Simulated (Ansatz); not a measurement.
Consider the following.

Relaxed GeTe (alpha-GeTe type, space group R3m):

```
GeTe
1.0
    4.22663     2.44024     7.27983
   -2.11331     1.22012     3.63992
    0.00000    -2.44024     3.63992
Ge Te
2 2
Direct
  0.11712   0.23423   0.23423
  0.61712   0.23423   0.23423
  0.38288   0.76577   0.76577
  0.88288   0.76577   0.76577
```

In each cell atom 3 (Te, nearest neighbour Ge at 2.852 Å; its periodic images, 4.2 Å or more away, move with it) moves by s·(0.577, 0.577, 0.577) (along Cartesian [111]), the rest being held.

The numbers are results of PBE (plane waves to 420 eV, PAW, scalar-relativistic; Ansatz, a first-principles code), not measurements. k mesh 4×8×8 (Γ-centred), Fermi-Dirac smearing 0.05 eV. Energies are smeared free energies. GeTe was relaxed with its symmetry unable to fall. Spin-orbit coupling is left out, though Te is heavy. ΔE is measured from the undisplaced structure.

The scan covers s from -0.570 to 0.570 Å in 11 points.

Problem. Is this a single well or a double well?

Solution. A single well with its minimum at or next to zero displacement.

Problem. Is the energy the same for displacements of ±0.570 Å, and if not, which side lies higher?

Solution. Not even: the positive side lies higher at ±0.570 Å. With its periodic images moving along, the atom's site symmetry in this cell is m.

Problem. What is the energy change at s = 0.570 Å?

Solution. 888 meV/cell.

Problem. What force acts on the atom along the line at s = -0.570 Å?

Solution. 1.64 eV/Å.

Problem. What is the force constant k = d²E/ds² of this move at s = 0?

Solution. 4.07 eV/Å².

(A displaced cell: forces are minus the slopes of the energy, force constants its curvatures, and phonons follow from these.)
